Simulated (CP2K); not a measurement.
# Si in CP2K: convergence with k mesh

Si:

```xyz
1
Lattice="2.6527 0.0000 0.0000 -1.3384 2.2903 0.0000 -0.6572 -1.1452 2.3008" Properties=species:S:1:pos:R:3 pbc="T T T"
Si    0.0000    0.0000    0.0000
```

This isn't the form of Si at room conditions, which is diamond.

| Item | Value |
| --- | --- |
| Program | CP2K 2026.2 |
| Task | single point |
| Functional | PBEsol |
| Potentials or basis | GTH_POTENTIALS Si GTH-PBE-q4; DZVP-MOLOPT-SR-GTH basis |
| Density cutoff | 6123 eV |
| k mesh | 4 × 4 × 4 |
| Occupations | fermi-dirac, width 0.05 eV |
| Spin | no spin polarisation |

These are the settings of the first run; the series varies k mesh, with any setting tied to it.

Hardware: 1 thread of Arm Neoverse V2, with other jobs on the host.

```tsv
k mesh	energy less the tightest run, at zero smearing (meV/atom)	pressure (GPa)	SCF cycles	CPU time (s)	peak memory (GiB)
4 × 4 × 4	122.56	0.45	9	7.1	0.19
5 × 5 × 5	181.66	6.02	9	7.3	0.19
6 × 6 × 6	120.03	1.01	9	7.9	0.19
7 × 7 × 7	22.24	2.04	9	8.5	0.19
9 × 9 × 9	-8.44	2.49	9	11	0.19
11 × 11 × 11	12.90	1.83	9	14	0.19
13 × 13 × 13	18.59	1.98	9	18	0.19
16 × 16 × 16	0.00	1.89	9	28	0.19
```

Against the tightest run, the pressure stays within 0.1 GPa from 11 × 11 × 11 on. Not settled before the last step: the energy (to 1 meV/atom). Meshes of other sizes hit other points, so gaps and Fermi surfaces needn't settle smoothly. The tightest run that finished is the yardstick and may itself not be fully converged.

Caveat, for the tightest run too: the potentials were made for another functional, which shifts forces and pressure; the basis of atomic orbitals isn't converged, which shifts pressures, moduli and gaps.
